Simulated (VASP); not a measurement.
# TePb in VASP: further runs, part 2 of 3

VASP 6.6.1. The steps go on from the part before.

## Step 4: Single point, PBE

The input, INCAR:

```
SYSTEM = TePb
ALGO = Normal
EDIFF = 1E-7
ENCUT = 520
GGA = PE
ISIF = 2
ISMEAR = 0
LASPH = .TRUE.
LCHARG = .TRUE.
LELF = .TRUE.
LREAL = .FALSE.
LVHAR = .TRUE.
LWAVE = .FALSE.
NBANDS = 17
NELM = 60
PREC = Accurate
SIGMA = 0.05
```

The input, KPOINTS:

```
k-points
0
G
  6 6 6
  0 0 0
```

The input, POSCAR:

```
TePb
1.0
    0.0000000000      3.2148450000      3.2635539507
    3.2148450000      0.0000000000      3.2635539507
    3.2148450000      3.2148450000      0.0000000000
Te Pb
1 1
Direct
    0.5000000000      0.5000000000      0.5000000000
    0.0000000000      0.0000000000      0.0000000000
```

Potentials or basis: VASP PAW PBE potentials, release 64 (Te, Pb_d).

On the command line:

```bash
$ cat potpaw_PBE.64/Te/POTCAR potpaw_PBE.64/Pb_d/POTCAR > POTCAR
$ mpirun -np 1 vasp_std > vasp.out
```

OUTCAR:

```text
SYSTEM = TePb
   EDIFF = 1E-7
   ENCUT = 520
   GGA = PE
   ISIF = 2
   ISMEAR = 0
   LASPH = .TRUE.
   LREAL = .FALSE.
   NELM = 60
   PREC = Accurate

 ion  position               nearest neighbor table
   1  0.500  0.500  0.500-   2 3.21   2 3.21   2 3.21   2 3.21   2 3.26   2 3.26
   2  0.000  0.000  0.000-   1 3.21   1 3.21   1 3.21   1 3.21   1 3.26   1 3.26

  LATTYP: Found a body centered tetragonal cell.
 ALAT       =     4.5464773999
 C/A-ratio  =     1.4356406790

  Lattice vectors:

 A1 = (  -3.2148450000,   0.0000000000,   3.2635539507)
 A2 = (   3.2148450000,   0.0000000000,   3.2635539507)
 A3 = (   0.0000000000,   3.2148450000,  -3.2635539507)

Analysis of symmetry for initial positions (statically):
=====================================================================
 Subroutine PRICEL returns:
 Original cell was already a primitive cell.

 Routine SETGRP: Setting up the symmetry group for a
 body centered tetragonal supercell.

 Subroutine GETGRP returns: Found 16 space group operations
 (whereof 16 operations were pure point group operations)
 out of a pool of 16 trial point group operations.

The static configuration has the point symmetry D_4h.

Analysis of symmetry for dynamics (positions and initial velocities):
=====================================================================
 Subroutine PRICEL returns:
 Original cell was already a primitive cell.

 Routine SETGRP: Setting up the symmetry group for a
 body centered tetragonal supercell.

 Subroutine GETGRP returns: Found 16 space group operations
 (whereof 16 operations were pure point group operations)
 out of a pool of 16 trial point group operations.

The dynamic configuration has the point symmetry D_4h.

 Subroutine INISYM returns: Found 16 space group operations
 (whereof 16 operations are pure point group operations),
 and found     1 'primitive' translations

----------------------------------------------------------------------------------------

                                     Primitive cell

  volume of cell :      67.4592

  direct lattice vectors                    reciprocal lattice vectors
     0.000000000  3.214845000  3.263553951    -0.155528494  0.155528494  0.153207211
     3.214845000  0.000000000  3.263553951     0.155528494 -0.155528494  0.153207211
     3.214845000  3.214845000  0.000000000     0.155528494  0.155528494 -0.153207211

  length of vectors
     4.581049308  4.581049308  4.546477400     0.268049761  0.268049761  0.268049761

  position of ions in fractional coordinates (direct lattice)
     0.500000000  0.500000000  0.500000000
     0.000000000  0.000000000  0.000000000

  ion indices of the primitive-cell ions
   primitive index   ion index
                 1           1
                 2           2

----------------------------------------------------------------------------------------

 KPOINTS: k-points

Automatic generation of k-mesh.
 Grid dimensions read from file:
 generate k-points for:    6    6    6

 Generating k-lattice:

  Cartesian coordinates                     Fractional coordinates (reciprocal lattice)
    -0.025921416  0.025921416  0.025534535     0.166666667  0.000000000  0.000000000
     0.025921416 -0.025921416  0.025534535     0.000000000  0.166666667  0.000000000
     0.025921416  0.025921416 -0.025534535     0.000000000  0.000000000  0.166666667

  Length of vectors
     0.044674960  0.044674960  0.044674960

  Shift w.r.t. Gamma in fractional coordinates (k-lattice)
     0.000000000  0.000000000  0.000000000

 Subroutine IBZKPT returns following result:
 ===========================================

 Found     30 irreducible k-points:

 Following reciprocal coordinates:
            Coordinates               Weight
  0.000000  0.000000  0.000000      1.000000
  0.166667  0.000000  0.000000      8.000000
  0.333333  0.000000  0.000000      8.000000
  0.500000  0.000000  0.000000      4.000000
  0.166667  0.166667  0.000000      2.000000
  0.333333  0.166667  0.000000      8.000000
[... 16 lines left out ...]
  0.333333  0.000000  0.333333      4.000000
  0.500000  0.000000  0.333333     16.000000
 [... further k-points ...]
   k-points           NKPTS =     30   k-points in BZ     NKDIM =     30   number of bands    NBANDS=     17
   number of dos      NEDOS =    301   number of ions     NIONS =      2
   total plane-waves  NPLWV =  46656
   dimension x,y,z NGX =    36 NGY =   36 NGZ =   36
   dimension x,y,z NGXF=    72 NGYF=   72 NGZF=   72
   ions per type =               1   1
   NGX,Y,Z   is equivalent  to a cutoff of  13.06, 13.06, 13.16 a.u.
   NGXF,Y,Z  is equivalent  to a cutoff of  26.13, 26.13, 26.33 a.u.
 SYSTEM =  TePb
   PREC   = accura    normal or accurate (medium, high low for compatibility)
   ISTART =      0    job   : 0-new  1-cont  2-samecut
   ICHARG =      2    charge: 1-file 2-atom 10-const
   ISPIN  =      1    spin polarized calculation?
   LNONCOLLINEAR =      F non collinear calculations
   LSORBIT =      F    spin-orbit coupling
   LASPH  =      T    aspherical Exc in radial PAW
   ENCUT  =  520.0 eV  38.22 Ry    6.18 a.u.   8.52  8.52  8.45*2*pi/ulx,y,z
   NELM   =     60;   NELMIN=  2; NELMDL= -5     # of ELM steps
   EDIFF  = 0.1E-06   stopping-criterion for ELM
   LREAL  =      F    real-space projection
   EDIFFG = 0.1E-05   stopping-criterion for IOM
   NSW    =      0    number of steps for IOM
   IBRION =     -1    ionic relax: 0-MD 1-quasi-New 2-CG
   NFREE  =      0    steps in history (QN), initial steepest desc. (CG)
   ISIF   =      2    stress and relaxation
   ISYM   =      2    0-nonsym 1-usesym 2-fastsym
   POTIM  = 0.5000    time-step for ionic-motion
   TEBEG  =    0.0;   TEEND  =   0.0 temperature during run
   PSTRESS=    0.0 pullay stress
   NELECT =      20.0000    total number of electrons
   NUPDOWN=      -1.0000    fix difference up-down
   EMIN   =  10.00;   EMAX   =-10.00  energy-range for DOS
   EFERMI =   0.00;   METHOD = LEGACY
   ISMEAR =     0;   SIGMA  =   0.05  broadening in eV -4-tet -1-fermi 0-gaus
   EFERMI_NEDOS =   21; number of points for ismear=-14 and -15
   IALGO  =     38    algorithm
   IMIX   =      4    mixing-type and parameters
     AMIX     =   0.40;   BMIX     =  1.00
     AMIX_MAG =   1.60;   BMIX_MAG =  1.00
  volume/ion in A,a.u.               =      33.73       227.62
  Fermi-wavevector in a.u.,A,eV,Ry     =   1.091619  2.062861 16.213147  1.191633
  Thomas-Fermi vector in A             =   2.227868
   LORBIT       =      0    0 simple, 1 ext, 2 COOP (PROOUT), +10 PAW based schemes
   GGA     = PE    functional components
   LHFCALC =     F    Hartree Fock is set to
   AEXX    =    0.0000 exact exchange contribution
   IVDW    =     0    specifies the selected vdW correction
   LEPSILON=     F    determine dielectric tensor
   LRPA    =     F    only Hartree local field effects (RPA)
 non-spin polarized calculation
 Gauss-broadening in eV      SIGMA  =   0.05
  energy-cutoff  :      520.00
  volume of cell :       67.46
 maximum number of plane-waves:      1834
 NGX is ok and might be reduce to    36
   NGX = 17   NGY = 17   NGZ = 17

 number of electron      20.0000003 magnetization

 Free energy of the ion-electron system (eV)
  ---------------------------------------------------
  ext. energy  EPLUGINS =         0.00000000
  ---------------------------------------------------
  free energy    TOTEN  =        -7.49827579 eV

  energy without entropy =       -7.49827579  energy(sigma->0) =       -7.49827579

 E-fermi :   5.8842     XC(G=0):  -9.3004

 val. band max:        5.6321690611   @ k =   0.5000   0.0000   0.0000
 cond. band min:       6.3552091230   @ k =   0.5000   0.0000   0.0000
 fundamental gap:      0.7230400619
 Fermi energy:         5.8842057093

 k-point     1 :       0.0000    0.0000    0.0000
  band No.  band energies     occupation
      1     -11.1021      2.00000
      2     -11.0955      2.00000
      3     -11.0909      2.00000
      4     -11.0909      2.00000
      5     -11.0864      2.00000
      6      -6.3950      2.00000
[... 9 lines left out ...]
     16      11.4515      0.00000
     17      12.9901      0.00000

 k-point     2 :       0.1667    0.0000    0.0000
  band No.  band energies     occupation
      1     -11.1049      2.00000
      2     -11.0993      2.00000
      3     -11.0896      2.00000
      4     -11.0869      2.00000
      5     -11.0831      2.00000
      6      -6.1585      2.00000
[... 9 lines left out ...]
     16      11.9463      0.00000
     17      14.5463      0.00000
[... 421 lines left out ...]
 k-point    24 :       0.5000    0.0000    0.3333
  band No.  band energies     occupation
      1     -11.1478      2.00000
      2     -11.0962      2.00000
      3     -11.0946      2.00000
      4     -11.0700      2.00000
      5     -11.0623      2.00000
      6      -4.7666      2.00000
[... 9 lines left out ...]
     16      15.6770      0.00000
     17      16.4151      0.00000

 [... further k-points ...]
[... 5 lines left out ...]
  --------------------------------------------------------------------------------------
  -------------------------------------------------------------------------------------
  Total        1.1493550      1.1493550      0.3946362      0.0000000     -0.0000000     -0.0000000
  in kB       27.2975657     27.2975657      9.3727406      0.0000000     -0.0000000     -0.0000000
  external PRESSURE =      21.3226240 kB  Pullay stress =       0.0000000 kB

 VOLUME and BASIS-vectors are now :
 -----------------------------------------------------------------------------
  energy-cutoff  :      520.00
  volume of cell :       67.46
      direct lattice vectors                 reciprocal lattice vectors
     0.000000000  3.214845000  3.263553951    -0.155528494  0.155528494  0.153207211
     3.214845000  0.000000000  3.263553951     0.155528494 -0.155528494  0.153207211
     3.214845000  3.214845000  0.000000000     0.155528494  0.155528494 -0.153207211

 POSITION                                       TOTAL-FORCE (eV/Angst)
 -----------------------------------------------------------------------------------
      3.21484      3.21484      3.26355        -0.000000      0.000000     -0.000000
      0.00000      0.00000      0.00000         0.000000     -0.000000      0.000000
 -----------------------------------------------------------------------------------
    total drift:                               -0.000000      0.000000      0.000000

  FREE ENERGIE OF THE ION-ELECTRON SYSTEM (eV)
  ---------------------------------------------------
  free  energy   TOTEN  =        -7.4982757906 eV

  energy  without entropy=       -7.4982757906  energy(sigma->0) =       -7.49827579
```

stdout:

```text
POSCAR found type information on POSCAR TePb
 POSCAR found :  2 types and       2 ions
 scaLAPACK will be used
 LDA part: xc-table for (Slater+PW92), standard interpolation
 POSCAR, INCAR and KPOINTS ok, starting setup
 FFT: planning ... GRIDC
 FFT: planning ... GRID_SOFT
 FFT: planning ... GRID
 WAVECAR not read
 entering main loop
```

Run time: 17 s. Hardware: 1 thread of Intel Xeon Platinum 8559C (Emerald Rapids), shared host; peak memory 0.21 GiB.

What came out:

```yaml
Free_energy: -7.4983 eV
Pressure: 2.1 GPa
Band_gap_on_the_k_mesh: 0.72 eV, direct
```

Stress tensor (GPa, compression positive):
```
2.73 0.00 0.00
0.00 2.73 0.00
0.00 0.00 0.94
```

Caveat: spin-orbit coupling is left out, which moves the levels of the heavy elements.

(Continued in part 3 of 3.)
